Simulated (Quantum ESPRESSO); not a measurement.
## CaSe under changes of volume

One of the cells (35.937 Å³/atom); the others are scaled copies at fixed shape and fractional positions:

```xyz
2
Lattice="0.0000 3.3000 3.3000 3.3000 0.0000 3.3000 3.3000 3.3000 0.0000" Properties=species:S:1:pos:R:3 pbc="T T T"
Se    1.6500    1.6500    1.6500
Ca    0.0000    0.0000    0.0000
```

The cell comes from a database or a generator and needn't be the stable form of this composition.

* Program: Quantum ESPRESSO 7.5
* Functional: PBE
* Potentials or basis: SSSP 1.3 efficiency PBE
* Cutoff: 748 eV
* Density cutoff: 5987 eV
* k mesh: 7 × 7 × 7
* Occupations: fermi-dirac, width 0.05 eV
* Spin: no spin polarisation

```csv
volume (Å³/atom),energy over the lowest point (meV/atom),pressure (GPa),gap on the mesh (eV)
33.781,12.12,2.1,3.33
34.500,4.68,1.2,3.27
35.218,0.76,0.5,3.21
35.937,0.00,-0.2,3.15
36.656,?,?,?
37.374,6.83,-1.3,3.03
38.093,13.89,-1.8,2.97
```

**Question.** What does the run at 36.656 Å³/atom give?

**Answer.** Energy over the lowest point 2.11 meV/atom; pressure -0.8 GPa; gap on the mesh 3.09 eV.

Worked out: A Birch-Murnaghan fit of order 3 (a polynomial in V^(-2/3)) to the other rows has its minimum at 35.76 Å³/atom with B0 = V·E''(V) = 33 GPa and B' = 4.0. It gives 2.12 meV/atom at 36.656 Å³/atom, against the run's 2.11, and -dE/dV = -0.8 GPa, against -0.8. A straight line through the other rows of the gap, of slope -3 eV per unit of ln V, gives 3.09 eV, against the run's 3.09.

Energies are extrapolated to zero smearing.

Caveats: an odd mesh through Γ misses points on the zone boundary, where band edges often lie. Spin-orbit coupling on Se is left out.
